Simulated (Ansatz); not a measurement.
# An elastic constant from a strain scan in Al$_{2}$Cu

Theory: DFT r2SCAN, scalar-relativistic, plane waves, PAW (Ansatz). Cutoff 500 eV, Γ-centred 16×16×16 k-points, Gaussian smearing of 0.15 eV. No spin polarisation. Energies are free energies at this smearing, counted from the undisturbed cell; pressure is positive in compression.

The undisturbed cell (relaxed at this level; it needn't be the usual structure):

```xyz
3
Lattice="-2.0274 2.0274 2.8670 2.0274 -2.0274 2.8670 2.0274 2.0274 -2.8670" Properties=species:S:1:pos:R:3 pbc="T T T"
Al    0.0000    2.0274    1.4335
Al    2.0274    0.0000    1.4335
Cu    0.0000    0.0000    2.8670
```

The cell is strained by ε times the Voigt pattern (0, 0, 1, 0, 0, 0) (xx, yy, zz, yz, xz, xy; engineering shear) with fractional coordinates fixed. The cell holds 3 atoms in V0 = 47.14 Å³. The stress column is τ = (1/V0) dE/dε, got from the stress tensor σ (compression positive) at each point as −det(1 + εP) σ : P(1 + εP)⁻¹, with P the pattern as a tensor.

```csv
ε,ΔE (meV/atom),τ (GPa)
-0.1000,116.090,-26.880
-0.0750,61.154,-18.247
-0.0500,25.464,-11.056
-0.0250,6.008,-5.018
0.0000,0.000,-0.029
0.0250,5.177,4.111
0.0500,19.556,7.520
0.0750,41.572,10.328
0.0875,54.952,11.474
0.1000,?,?
```

Problem. Which combination of elastic constants does this scan measure, and how large is it?

Solution. For small ε, τ = τ0 + Kε with K = pᵀCp, which for this pattern is C33 in the Cartesian frame shown. The parabola through τ at ε = -0.0250, 0 and 0.0250 has slope K = 183 GPa at zero. The energies per cell, E = NΔE, of the same two points give K = 2[E(ε₊)/ε₊ − E(ε₋)/ε₋]/[(ε₊ − ε₋)V0] = 182 GPa, in agreement.

Problem. Predict the withheld row at ε = 0.1000 from the harmonic law, and compare.

Solution. ΔE = V0(τ0 ε + Kε²/2)/N = 89.233 meV/atom and τ = 18.23 GPa. The calculation gives 69.647 meV/atom and 12.48 GPa: the energy lies 22 % below the harmonic value, as bonds soften when stretched.

In a metal these slopes depend on the k mesh and the smearing.